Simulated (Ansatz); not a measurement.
Relaxed ZrO2 (fluorite):

```xyz
6
Lattice="0.0000 5.0642 5.0642 2.5321 0.0000 2.5321 2.5321 2.5321 0.0000" Properties=species:S:1:pos:R:3 pbc="T T T"
Zr     0.0000     0.0000     0.0000
Zr     0.0000     2.5321     2.5321
O      1.2661     1.2661     1.2661
O      1.2661     3.7982     3.7982
O      3.7982     3.7982     3.7982
O      3.7982     6.3303     6.3303
```

Level of theory: PBEsol (plane waves to 420 eV, PAW, scalar-relativistic; Ansatz, a quantum-chemistry and plane-wave program). k mesh 9×9×9 (Γ-centred), Fermi-Dirac smearing 0.05 eV. The PAW data are Ansatz's earlier set. This is a high-temperature form of ZrO2. ZrO2 is run without spin polarisation. ZrO2 was relaxed with its symmetry unable to fall.

One atom of the cell was then moved (with its periodic images), all else fixed, and the forces (eV/Å) came out as:

| atom | Fx | Fy | Fz |
|---|---|---|---|
| Zr1 | 0.750 | -0.750 | -0.733 |
| Zr2 | -0.759 | 0.759 | 1.834 |
| O3 | -0.053 | 0.053 | -0.099 |
| O4 | 0.092 | -0.092 | -0.448 |
| O5 | 0.187 | -0.187 | -0.656 |
| O6 | -0.218 | 0.218 | 0.103 |

**Question.** Which atom was moved, and by which vector (Å)?

**Answer.** Zr2, by (0.00, 0.00, -0.18), 0.18 Å in all.

(A displaced cell: forces are minus the slopes of the energy, force constants its curvatures, and phonons follow from these.)
